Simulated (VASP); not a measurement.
A run of VASP 6.6.1:

File INCAR:

```
PREC = Accurate ; ENCUT = 450
EDIFF = 1E-6 ; ISMEAR = 0
SIGMA = 0.02 ; LREAL = False
LASPH = True ; NELM = 80
ALGO = Normal ; ISIF = 2
LWAVE = False ; LCHARG = False
GGA = PE ; IVDW = 12
NBANDS = 236
```

The input KPOINTS:

```
regular mesh
0
Gamma
  1 1 1
```

POSCAR

```
Si12HO24
1.0
    9.8316000000      0.0000000000      0.0000000000
   -4.9158000000      8.5144153600      0.0000000000
    0.0000000000      0.0000000000     10.8182000000
Si O H
24 48 2
Direct
    0.2709099100      0.0094391800      0.1655027100
    0.9985581900      0.2592514300      0.3363694500
    0.2293313700      0.2350352900      0.9973888100
    0.2536999600      0.9943798200      0.6857301500
    0.9943088900      0.2605859300      0.8263963100
    0.2083269900      0.1946535800      0.5153311300
    0.2621491600      0.4975911800      0.1718615900
    0.0071092300      0.7712372900      0.3283148600
    0.2235410900      0.7272896200      0.0054956200
    0.2669434400      0.4925265000      0.6593211300
    0.9964925600      0.7555626100      0.8443723300
    0.2341662800      0.7379975200      0.4999615600
    0.7679183600      0.0027725800      0.1637768200
    0.5150453800      0.2909717700      0.3263891900
    0.7354828800      0.2356065700      0.9947544900
    0.7500254000      0.9945486100      0.6643177100
    0.4988791700      0.2694374300      0.8323993700
    0.7270726000      0.2340685100      0.4992150500
    0.7874783800      0.5096747300      0.1573528400
    0.5014811400      0.7712337700      0.3306460800
    0.7306058600      0.7321122000      0.9989357800
    0.7689976800      0.5017534200      0.6662599300
    0.4892422100      0.7549201000      0.8332459800
    0.7359702800      0.7334614600      0.4949275200
    0.0585994900      0.1851775900      0.4426589500
    0.2910020100      0.3666465000      0.1058264000
    0.1398598500      0.4267424900      0.2869976000
    0.2009835100      0.0720170000      0.0577487200
    0.4066298400      0.3704627500      0.3615348300
    0.4326514900      0.1539250100      0.2217404800
    0.0637104000      0.2018104000      0.9379856800
    0.2961209500      0.3602216000      0.5945064100
    0.1329963000      0.4206365700      0.7662825000
    0.1440959400      0.0534628100      0.6192837800
    0.3618947100      0.2974696100      0.8889306100
    0.4273668200      0.1382933600      0.7227606500
    0.0698422700      0.7005748600      0.4356703700
    0.2976032600      0.8725800500      0.1047948800
    0.1459163000      0.9395625000      0.2791979800
    0.1925934700      0.5656927500      0.0691771200
    0.3725483100      0.8040633200      0.3955902100
    0.4281822600      0.6421691300      0.2206537200
    0.0484628800      0.6811712500      0.9565332700
    0.2831508900      0.8721161200      0.6050312400
    0.1573768100      0.9148317700      0.8113722100
    0.2107464500      0.5753019700      0.5568150000
    0.3464649500      0.7730380600      0.8905284800
    0.4297587500      0.6246495600      0.7230592100
    0.5674995200      0.2199689900      0.4418414100
    0.8114747800      0.3713264800      0.0999751300
    0.6741022500      0.4415287100      0.2761049300
    0.7048024300      0.0708391800      0.0544039400
    0.8598764000      0.2853916600      0.3919929700
    0.9337635900      0.1388796900      0.2191445800
    0.5688786300      0.2097478700      0.9432799200
    0.7969424800      0.3651871000      0.6090898100
    0.6362505700      0.4334820500      0.7744881600
    0.6856066900      0.0652798700      0.5578710000
    0.8594873700      0.2928012300      0.8810256900
    0.9165469200      0.1276861800      0.7199152000
    0.5689396300      0.6934002000      0.4307230900
    0.7919415500      0.8629271600      0.1084292300
    0.6399768800      0.9359748100      0.2761740900
    0.7067804900      0.5682967600      0.0547796900
    0.8688771100      0.7964578400      0.3870153500
    0.9505596500      0.6538900700      0.2097545600
    0.5644435100      0.7011425300      0.9437322700
    0.7805881900      0.8618020400      0.6029322100
    0.6206643000      0.9221698500      0.7749832700
    0.7103227700      0.5713318500      0.5546426500
    0.8615482000      0.7938688900      0.8892565300
    0.9332905500      0.6387354700      0.7249986100
    0.4686794900      0.4825753500      0.3818611000
    0.2936252900      0.1344567200      0.4413508900
```

Potentials or basis: VASP PAW PBE potentials, release 64 (Si, O, H).

Launch:

```bash
$ cat potpaw_PBE.64/Si/POTCAR potpaw_PBE.64/O/POTCAR potpaw_PBE.64/H/POTCAR > POTCAR
$ mpirun -np 1 vasp_std > vasp.out
```

Hardware: 1 thread of Intel(R) Xeon(R) 6975P-C (Granite Rapids), with other jobs on the host.

**Question.** How long does it take, and how much memory?

**Answer.** Wall time 5 min on 1 thread of Intel(R) Xeon(R) 6975P-C (Granite Rapids), with other jobs on the host, peak memory 0.83 GiB. Counts: scf iterations 16, k points 1.
